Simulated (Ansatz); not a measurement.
# ZrB2 (AlB2 type): a single-point run

The task is a single-point run on ZrB2 (AlB2 type). The structure is shown as the input types it.

Computed with Ansatz 0.2.0 (DFT PBE, spin-orbit coupling, plane waves, PAW, unless a step's input says otherwise).

1 further run of the same task is left out (it didn't finish). Runs told in other sessions of the task aren't counted.

## 1. The system as given

The structure is hexagonal, space group P6/mmm (No. 191). The conventional cell has a = 3.171 Å, b = 3.171 Å, c = 3.542 Å, α = 90.00°, β = 90.00°, γ = 120.00°. Around Zr (site symmetry 6/mmm) lie 12 B at 2.55 Å. Around B (site symmetry -6m2) lie 3 B at 1.83 Å and 6 Zr at 2.55 Å.

Coordinates:

```cif
data_structure
_symmetry_space_group_name_H-M 'P6/mmm'
_symmetry_Int_Tables_number 191
_cell_length_a 3.1712
_cell_length_b 3.1712
_cell_length_c 3.5419
_cell_angle_alpha 90.000
_cell_angle_beta 90.000
_cell_angle_gamma 120.000
_cell_volume 30.85
loop_
_atom_site_label
_atom_site_type_symbol
_atom_site_symmetry_multiplicity
_atom_site_Wyckoff_symbol
_atom_site_fract_x
_atom_site_fract_y
_atom_site_fract_z
_atom_site_occupancy
Zr1 Zr 1 a 0.00000 0.00000 0.00000 1
B1 B 2 d 0.33333 0.66667 0.50000 1
```

## 2. Running it

The input, input.yaml:

```yaml
crystal:
  lattice:
    - [3.171218682019, 0.0, 0.0]
    - [-1.585609341009, 2.746355939584, 0.0]
    - [0.0, 0.0, 3.5419291061]
  atoms:
    - { symbol: Zr, position: [0.0, 0.0, 0.0] }
    - { symbol: B, position: [0.3333333333333, 0.6666666666667, 0.5] }
    - { symbol: B, position: [0.6666666666667, 0.3333333333333, 0.5] }
basis:
  ecutwfc: 420
  ecutrho_ratio: 4
kpoints:
  mp_grid: { grid: [1, 1, 1] }
hamiltonian:
  xc: pbe
scf:
  occupations: { method: gaussian, width: 0.05 }
  max_iter: 60
output:
  forces: true
  stress: true
magnetization:
  noncollinear: true
  spin_orbit: true
```

On the command line:

```sh
> ansatz run input.yaml --threads 4 --pin off --max-ram 7168MiB --backend cpu --events-out ev --progress --plain --runs-dir out
```

**Question.** How will this run end, and is anything wrong with its input?

The run converged and reported no error. It gives a pressure of 25 GPa, which is large; a structure far from rest gives such values too, whatever the setting.

Look at the input: kpoints.mp_grid.grid is [1, 1, 1]. Band dispersion is ignored when only one k-point is used.

Run again and compare: set kpoints.mp_grid.grid to [12, 12, 10].
